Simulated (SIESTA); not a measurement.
**TiSi under changes of volume**

One of the cells (14.630 Å³/atom); the others are scaled copies at fixed shape and fractional positions:

```
Ti Si
1.0
     1.81618   -2.11762    0.00000
     1.81618    2.11762    0.00000
     0.00000    0.00000    3.80393
Ti Si
1 1
Cartesian
  1.8162 0.0000 0.0000
  0.0000 0.0000 1.9020
```

The cell comes from a database or a generator and needn't be the stable form of this composition.

```yaml
Program: SIESTA 5.4.2
Functional: LDA
Potentials_or_basis: PseudoDojo 0.4 standard (LDA files)
Basis: DZP (energy shift 0.003 Ry; two zetas on semicore shells)
Grid_cutoff: 800 Ry
Energy_shift: 0.003 Ry
k_mesh: 10 × 10 × 7
Occupations: fermi-dirac, width 0.05 eV
Spin: no spin polarisation
```

```tsv
volume (Å³/atom)	energy over the lowest point (meV/atom)	pressure (GPa)
13.752	0.00	1.2
14.045	0.72	-1.9
14.337	6.93	-4.8
14.630	18.17	-7.4
14.922	?	?
15.215	53.75	-11.9
15.508	77.22	-13.7
```

Problem. What does the run at 14.922 Å³/atom give?

Solution. Energy over the lowest point 33.93 meV/atom; pressure -9.8 GPa.

Worked out: A Birch-Murnaghan fit of order 3 (a polynomial in V^(-2/3)) to the other rows has its minimum at 13.86 Å³/atom with B0 = V·E''(V) = 154 GPa and B' = 4.0 at fixed shape and positions, which overstates the stiffness. It gives 33.90 meV/atom at 14.922 Å³/atom, against the run's 33.93, and -dE/dV = -9.8 GPa, against -9.8.

Energies are extrapolated to zero smearing.

Caveats: the basis of atomic orbitals isn't converged, which shifts pressures, moduli and gaps.
